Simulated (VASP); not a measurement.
Here is a VASP 6.6.1 calculation.

The input INCAR:

```
PREC = Accurate ; ENCUT = 520
EDIFF = 1E-6 ; ISMEAR = 0
SIGMA = 0.03 ; LREAL = False
LASPH = True ; NELM = 80
ALGO = Normal ; ISIF = 2
LWAVE = False ; LCHARG = False
METAGGA = R2SCAN ; LMIXTAU = True
NBANDS = 11
```

KPOINTS

```
Automatic mesh
0
Gamma
  8 8 8
```

POSCAR

```
AlP                                     
1.0
    0.0000000000      2.7357031041      2.7357031041
    2.7357031041      0.0000000000      2.7357031041
    2.7357031041      2.7357031041      0.0000000000
  Al              P             
     1     1
Direct
     0.0000000000000000    0.0000000000000000    0.0000000000000000
     0.2500000000000000    0.2500000000000000    0.2500000000000000
```

Contents of KPOINTS_OPT:

```
explicit points
159
Reciprocal
 0.0000000000  0.0000000000  0.0000000000 1
 0.0357142857  0.0000000000  0.0357142857 1
 0.0714285714  0.0000000000  0.0714285714 1
 0.1071428571  0.0000000000  0.1071428571 1
 0.1428571429  0.0000000000  0.1428571429 1
 0.1785714286  0.0000000000  0.1785714286 1
[... 151 lines left out ...]
 0.4250000000  0.0000000000  0.4250000000 1
 0.4500000000  0.0000000000  0.4500000000 1
```

Potentials or basis: VASP PAW PBE potentials, release 64 (Al, P).

The run is started by

```bash
$ cat potpaw_PBE.64/Al/POTCAR potpaw_PBE.64/P/POTCAR > POTCAR
$ mpirun -np 1 vasp_std > vasp.out
```

Question: Predict the pressure.

Answer: 0.1 GPa.

Question: What does it give for the band gap along the path?

Answer: 1.92 eV, indirect (least direct gap 3.95 eV).

Levels at the corners of the path, in eV from the valence-band top:
| point | band 2 | band 3 | band 4 | band 5 | band 6 | band 7 |
| --- | --- | --- | --- | --- | --- | --- |
| Γ | 0.00 | 0.00 | 0.00 | 3.95 | 4.97 | 4.97 |
| X | -5.41 | -2.17 | -2.17 | 1.92 | 2.85 | 11.94 |
| X | -5.41 | -2.17 | -2.17 | 1.92 | 2.85 | 11.94 |
| W | -5.00 | -3.25 | -2.86 | 4.70 | 6.48 | 6.60 |
| W | -5.00 | -3.25 | -2.86 | 4.70 | 6.48 | 6.60 |
| K | -5.11 | -3.49 | -1.78 | 2.81 | 5.56 | 9.07 |
| K | -5.11 | -3.49 | -1.78 | 2.81 | 5.56 | 9.07 |
| Γ | 0.00 | 0.00 | 0.00 | 3.95 | 4.97 | 4.97 |
| Γ | 0.00 | 0.00 | 0.00 | 3.95 | 4.97 | 4.97 |
| L | -5.64 | -0.79 | -0.79 | 3.30 | 5.22 | 5.22 |
| L | -5.64 | -0.79 | -0.79 | 3.30 | 5.22 | 5.22 |
| U | -5.11 | -3.49 | -1.78 | 2.81 | 5.56 | 9.07 |
| U | -5.11 | -3.49 | -1.78 | 2.81 | 5.56 | 9.07 |
| W | -5.00 | -3.25 | -2.86 | 4.70 | 6.48 | 6.60 |
| W | -5.00 | -3.25 | -2.86 | 4.70 | 6.48 | 6.60 |
| L | -5.64 | -0.79 | -0.79 | 3.30 | 5.22 | 5.22 |
| L | -5.64 | -0.79 | -0.79 | 3.30 | 5.22 | 5.22 |
| K | -5.11 | -3.49 | -1.78 | 2.81 | 5.56 | 9.07 |
| U | -5.11 | -3.49 | -1.78 | 2.81 | 5.56 | 9.07 |
| X | -5.41 | -2.17 | -2.17 | 1.92 | 2.85 | 11.94 |

Caveat: the PAW data sets were made with another functional, which shifts forces and pressure a little.

**The experiment to reproduce.**

From a printed reference work, data compilation, for a bulk crystal of AlP at 4.2 K: band gap 2.505 eV (indirect).

Against the measured gap of AlP, 2.505 eV (indirect; 4.2 K; a printed reference work, data compilation), the calculated 1.92 eV is off by -0.58 eV. The value is that of r2SCAN, without temperature or zero-point motion.
